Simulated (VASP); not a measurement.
The system is InP.

```
CELL_PARAMETERS angstrom
0.00000 2.93954 2.93954
2.93954 0.00000 2.93954
2.93954 2.93954 0.00000
ATOMIC_POSITIONS crystal
In 0.00000 0.00000 0.00000
P 0.75000 0.75000 0.75000
```

The cell is a database's computed one.

Base run:

```yaml
Program: VASP 6.6.1
Functional: PBEsol
Potentials_or_basis: VASP PAW PBE potentials, release 64 (In_d, P)
Cutoff: 520 eV
k_mesh: 10 × 10 × 10
Occupations: gaussian, width 0.5 eV
Spin: no spin polarisation
```

Its results: band gap on the k mesh 0.57 eV, direct; pressure 0.0 GPa.

Task: After a change of settings the same cell gave: band gap on the k mesh 1.12 eV, direct; pressure 0.9 GPa. Which change was it?
A. functional from PBEsol to r2SCAN; occupations from gaussian, width 0.5 eV to gaussian, width 0.02 eV
B. cutoff from 520 eV to 700 eV; occupations from gaussian, width 0.5 eV to gaussian, width 0.02 eV
C. k mesh from 10 × 10 × 10 to 16 × 16 × 16; occupations from gaussian, width 0.5 eV to gaussian, width 0.02 eV
D. potentials or basis from VASP PAW PBE potentials, release 64 (In_d, P) to VASP PAW PBE potentials, release 64 (In_d, P_h); cutoff from 520 eV to 900 eV; occupations from gaussian, width 0.5 eV to gaussian, width 0.02 eV

Result: A.

Caveats: the PAW data sets were made with another functional, which shifts forces and pressure a little; spin-orbit coupling is left out, which moves the levels of the heavy elements.
